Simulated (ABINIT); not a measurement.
Crystal: PtS2.

```
Pt S
1.0
     3.54320    0.00000    0.00000
    -1.77160    3.06850    0.00000
     0.00000    0.00000    5.03880
Pt S
1 2
Direct
  0.00000 0.00000 0.00000
  0.66667 0.33333 0.77300
  0.33333 0.66667 0.22700
```

Base run:

| Item | Value |
| --- | --- |
| Program | ABINIT 10.8.3 (patched build) |
| Functional | LDA |
| Potentials or basis | JTH PAW LDA v2.0 |
| Cutoff | 544 eV |
| k mesh | 12 × 12 × 6 |
| Occupations | fermi-dirac, width 0.05 eV |
| Spin | no spin polarisation |

Its results: band gap on the k mesh 0.71 eV, indirect (least direct gap 1.00 eV); pressure 4.0 GPa; largest force 0.878 eV/Å.

Task: The run is repeated on the same cell with these changes: k mesh from 12 × 12 × 6 to 4 × 4 × 2. What comes out?

Result: Band gap on the k mesh 1.04 eV, indirect (least direct gap 1.63 eV); pressure 3.8 GPa; largest force 0.976 eV/Å.

Caveats: some runs use coarse meshes; spin-orbit coupling is left out, which moves the levels of the heavy elements.

A k mesh can miss the band edges.

Not every run made on this cell is shown here.
